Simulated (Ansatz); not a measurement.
A (110) slab of Cr (Im-3m (No. 229)), 6 planes, outer planes Cr (top) and Cr (bottom), with 6 atoms (Cr6) in a surface cell of A = 5.600 Å², as cut from the bulk:

```
Cr
1.0
     2.43714    0.00000    0.00000
    -0.81238    2.29776    0.00000
     0.00000    0.00000   24.94959
Cr
6
Direct
  0.50000 0.50000 0.30061
  0.00000 0.00000 0.38036
  0.50000 0.50000 0.46012
  0.00000 0.00000 0.53988
  0.50000 0.50000 0.61964
  0.00000 0.00000 0.69939
```

Method: Ansatz, DFT PBEsol, scalar-relativistic, plane waves, PAW. Settings: cutoff 420 eV, Γ-centred mesh 15×15×1 on the computed 6-atom cell, Gaussian smearing of 0.10 eV; no spin polarisation.

Against the same 6 atoms in the bulk, the slab as cut lies 2.546 eV higher and the relaxed slab 2.501 eV higher.

Q: Work out the surface energy before and after relaxation.

A: The slab has two faces, so γ = (E_slab − N·E_bulk)/(2A), the mean of both. As cut: 2.546/(2 × 5.600) = 0.2273 eV/Å², and 1 eV/Å² = 16.02 J/m², so γ = 3.64 J/m². Relaxed: 2.501/(2 × 5.600) = 0.2233 eV/Å² = 3.58 J/m². Relaxation recovers 1.8 % of the cost of cutting.

Q: What is the ideal work of this cut, per area?

A: Griffith's ideal work is 2γ: 7.28 J/m² if the new faces stay rigid, 7.15 J/m² if they relax. One thickness was run, 6 planes, so γ can still shift with it.

The slab was run without spin polarisation; whether its Cr atoms carry moments at the surface wasn't tested.